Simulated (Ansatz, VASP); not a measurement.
## Two plane-wave programs on GaN

The input INCAR:

```
SYSTEM = GaN
  PREC = Accurate
  ENCUT = 520
  EDIFF = 1E-6
  ISMEAR = 0
  SIGMA = 0.01
  LREAL = .FALSE.
  LASPH = .TRUE.
  NELM = 60
  ALGO = Normal
  ISIF = 2
  LWAVE = .FALSE.
  LCHARG = .TRUE.
  GGA = PE
  LELF = .TRUE.
  LVHAR = .TRUE.
  NBANDS = 26
```

File KPOINTS:

```
Automatic mesh
0
G
  9 9 4
  0 0 0
```

The input POSCAR:

```
GaN
1.0
    3.2183180249      0.0000000000      0.0000000000
   -1.6091590125      2.7871451670      0.0000000000
    0.0000000000      0.0000000000      5.2432518669
Ga N
2 2
Direct
    0.3333333333      0.6666666667     -0.0008524603
    0.6666666667      0.3333333333      0.4991475397
    0.3333333333      0.6666666667      0.3758524603
    0.6666666667      0.3333333333      0.8758524603
```

Input for Ansatz:

```yaml
crystal:
  lattice:
    - [3.2183180249, 0.0, 0.0]
    - [-1.6091590125, 2.787145167, 0.0]
    - [0.0, 0.0, 5.2432518669]
  atoms:
    - { symbol: Ga, position: [0.3333333333, 0.6666666667, -0.0008524603] }
    - { symbol: Ga, position: [0.6666666667, 0.3333333333, 0.4991475397] }
    - { symbol: "N", position: [0.3333333333, 0.6666666667, 0.3758524603] }
    - { symbol: "N", position: [0.6666666667, 0.3333333333, 0.8758524603] }
kpoints:
  mp_grid: { grid: [9, 9, 4] }
hamiltonian:
  xc: pbe
scf:
  occupations: { method: fixed }
  n_extra_bands: 5
output:
  forces: true
  stress: true
  eigenvalues: true
```

Alike in both runs: task single point; functional PBE; k mesh 9 × 9 × 4; no spin polarisation.

|  | VASP | Ansatz |
| --- | --- | --- |
| version | VASP 6.6.1 | Ansatz 0.2.0 |
| potentials or method | VASP PAW PBE potentials, release 64 (Ga_d, N) | plane waves, PAW |
| plane-wave cutoff (eV) | 520 | 420 |
| occupations | gaussian, width 0.01 eV | fixed |
| valence electrons in the cell | 36 | 36 |

```csv
,VASP,Ansatz,Ansatz less VASP
gap on the k mesh at the Fermi level (eV),1.72,1.71,-0.005
pressure (GPa),0.1,0.0,-0.13
```
